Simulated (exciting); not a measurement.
Crystal: P.

```
P
1.0
     1.72573    0.99635    3.12968
    -1.72573    0.99635    3.12968
     0.00000   -1.99270    3.12968
P
2
Cartesian
  0.0000 0.0000 7.2570
  0.0000 0.0000 2.1321
```

This isn't the form of P at room conditions, which is orthorhombic.

| Quantity | Value |
| --- | --- |
| Program | exciting (release sodium) |
| Task | single point |
| Functional | PBEsol |
| Potentials or basis | all-electron LAPW+lo, shipped species files, valence relativity iora* |
| rgkmax | 7.5 |
| k mesh | 9 × 9 × 9 |
| Occupations | fermi-dirac, width 0.05 eV |
| Spin | no spin polarisation |
| gmaxvr (cutoff of density and potential) | 14 1/bohr |
| lmaxapw (and lmaxmat) | 10 |
| lmaxvr | 8 |
| nempty | 10 |
| Valence relativity | iora* |
| epsengy | 1e-05 Ha |
| epspot | 1e-05 Ha |
| maxscl | 60 |
| Muffin-tin radii | P 2.0 bohr |

On this cell: largest force 0.286 eV/Å; band gap on the k mesh none (metal or under the smearing width).

The same run follows on a disturbed copy (atoms moved at random, drawn with an rms of 0.05 Å):

```xyz
2
Lattice="1.7257 0.9963 3.1297 -1.7257 0.9963 3.1297 0.0000 -1.9927 3.1297" Properties=species:S:1:pos:R:3 pbc="T T T"
P    -0.0131    0.0080    7.1927
P    -0.0121   -0.0027    2.1213
```

Question: What changes?

Answer: The energy (extrapolated to zero smearing) moves by -1.7 meV/atom; largest force 0.151 eV/Å; band gap on the k mesh none (metal or under the smearing width).

Forces in eV/Å, atoms in the order of the input:
```
P    0.004 -0.042  0.145
P   -0.004  0.042 -0.145
```

Caveats: the free energy is that total less TS from the occupations.
